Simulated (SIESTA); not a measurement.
# CdS (Greenockite): band structure with LDA

**Measured values to compare with.**

From “Isotope dependence of band-gap energy”, 2008, arxiv:0807.2152, for a bulk crystal of CdS: band gap 2.5809 ± 0.0002 eV.

Crystal: CdS (Greenockite).

```
CELL_PARAMETERS angstrom
4.15000 0.00000 0.00000
-2.07500 3.59401 0.00000
0.00000 0.00000 6.73700
ATOMIC_POSITIONS crystal
Cd 0.66667 0.33333 0.50000
Cd 0.33333 0.66667 0.00000
S 0.66667 0.33333 0.87500
S 0.33333 0.66667 0.37500
```

```json
{"Program": "SIESTA 5.4.2", "Task": "band structure", "Functional": "LDA", "Potentials or basis": "PseudoDojo 0.4 standard (LDA files)", "Basis": "DZP (energy shift 0.003 Ry; two zetas on semicore shells)", "Grid cutoff": "800 Ry", "Energy shift": "0.003 Ry", "k mesh": "7 × 7 × 4", "Occupations": "fermi-dirac, width 0.05 eV", "Spin": "no spin polarisation"}
```

| Item | Value |
| --- | --- |
| Pressure | -3.0 GPa |
| Largest force | 0.069 eV/Å |
| Band gap on the k mesh | 1.14 eV, direct |
| Band gap along the path | 1.14 eV, direct |

Forces on the atoms (eV/Å):
```
Cd   0.000  0.000 -0.069
Cd   0.000  0.000 -0.069
S    0.000  0.000  0.069
S    0.000  0.000  0.069
```

Stress tensor (GPa, compression positive):
```
-3.12  0.00  0.00
 0.00 -3.12  0.00
 0.00  0.00 -2.64
```

Levels at the corners of the path, in eV from the valence-band top:
| point | band 22 | band 23 | band 24 | band 25 | band 26 | band 27 | band 28 | band 29 | band 30 | band 31 |
| --- | --- | --- | --- | --- | --- | --- | --- | --- | --- | --- |
| Γ | -0.78 | -0.78 | -0.04 | 0.00 | 0.00 | 1.14 | 2.73 | 6.33 | 6.33 | 6.73 |
| M | -3.59 | -2.69 | -1.89 | -1.33 | -0.75 | 3.75 | 3.86 | 5.10 | 6.45 | 6.97 |
| K | -3.77 | -3.14 | -1.89 | -1.89 | -1.64 | 4.63 | 5.17 | 5.17 | 7.45 | 7.54 |
| Γ | -0.78 | -0.78 | -0.04 | 0.00 | 0.00 | 1.14 | 2.73 | 6.33 | 6.33 | 6.73 |
| A | -2.54 | -0.40 | -0.40 | -0.40 | -0.40 | 2.83 | 2.83 | 6.17 | 6.17 | 6.72 |
| L | -4.22 | -1.36 | -1.36 | -1.35 | -1.35 | 3.43 | 3.43 | 5.40 | 5.40 | 8.13 |
| H | -4.10 | -2.46 | -2.46 | -1.14 | -1.14 | 4.39 | 4.39 | 6.17 | 6.17 | 6.52 |
| A | -2.54 | -0.40 | -0.40 | -0.40 | -0.40 | 2.83 | 2.83 | 6.17 | 6.17 | 6.72 |
| L | -4.22 | -1.36 | -1.36 | -1.35 | -1.35 | 3.43 | 3.43 | 5.40 | 5.40 | 8.13 |
| M | -3.59 | -2.69 | -1.89 | -1.33 | -0.75 | 3.75 | 3.86 | 5.10 | 6.45 | 6.97 |
| K | -3.77 | -3.14 | -1.89 | -1.89 | -1.64 | 4.63 | 5.17 | 5.17 | 7.45 | 7.54 |
| H | -4.10 | -2.46 | -2.46 | -1.14 | -1.14 | 4.39 | 4.39 | 6.17 | 6.17 | 6.52 |

It took 31 s on 1 thread of Arm Neoverse V2, on a shared host, peak memory 0.34 GiB.

Against the measured gap of CdS, 2.5809 eV (quoted in “Isotope dependence of band-gap energy”, 2008, arxiv:0807.2152), the calculated 1.14 eV is off by -1.44 eV. So large a miss can be the level of theory's own, or it may mean another phase, state or a wrong row. Spin-orbit coupling on Cd is left out. The value is that of LDA in an atomic basis (PseudoDojo 0.4 standard (LDA files), DZP (energy shift 0.003 Ry; two zetas on semicore shells)), whose error adds to the functional's,, without temperature or zero-point motion. Semilocal functionals fall short of measured gaps as a rule.

Caveat: the basis of atomic orbitals isn't converged, which shifts pressures, moduli and gaps.
